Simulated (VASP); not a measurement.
Crystal: InP.

```
In P
1.0
     0.00000    2.93954    2.93954
     2.93954    0.00000    2.93954
     2.93954    2.93954    0.00000
In P
1 1
Direct
  0.00000 0.00000 0.00000
  0.75000 0.75000 0.75000
```

The cell is a database's computed one.

Base run:

```yaml
Program: VASP 6.6.1
Functional: TB-mBJ
Potentials_or_basis: VASP PAW PBE potentials, release 64 (In_d, P)
Cutoff: 520 eV
k_mesh: 10 × 10 × 10
Occupations: gaussian, width 0.02 eV
Spin: no spin polarisation
```

Its results: band gap on the k mesh 1.61 eV, direct.

Problem. The run is repeated on the same cell with these changes: functional from TB-mBJ to PBEsol. What comes out?

Solution. Band gap on the k mesh 0.57 eV, direct.

Caveats: spin-orbit coupling is left out, which moves the levels of the heavy elements.
